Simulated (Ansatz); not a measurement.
Hf:

```
Hf
1.0
     3.19670    0.00000    0.00000
    -1.59835    2.76842    0.00000
     0.00000    0.00000    5.05780
Hf
2
Direct
  0.66667 0.33333 0.75000
  0.33333 0.66667 0.25000
```

Base run:

* Program: Ansatz 0.2.0
* Functional: revPBE
* Potentials or basis: all-electron LAPW, scalar-relativistic
* Cutoff: 213 eV (chosen from the basis error)
* Basis error allowed: 0.001 eV/atom
* k mesh: 10 × 10 × 5
* Occupations: fermi-dirac, width 0.05 eV
* Spin: no spin polarisation

Its results: pressure 2.7 GPa.

Question: The run is repeated on the same cell with these changes: functional from revPBE to PBE; occupations from fermi-dirac, width 0.05 eV to gaussian, width 0.025 eV. What comes out?

Answer: Pressure 0.6 GPa.
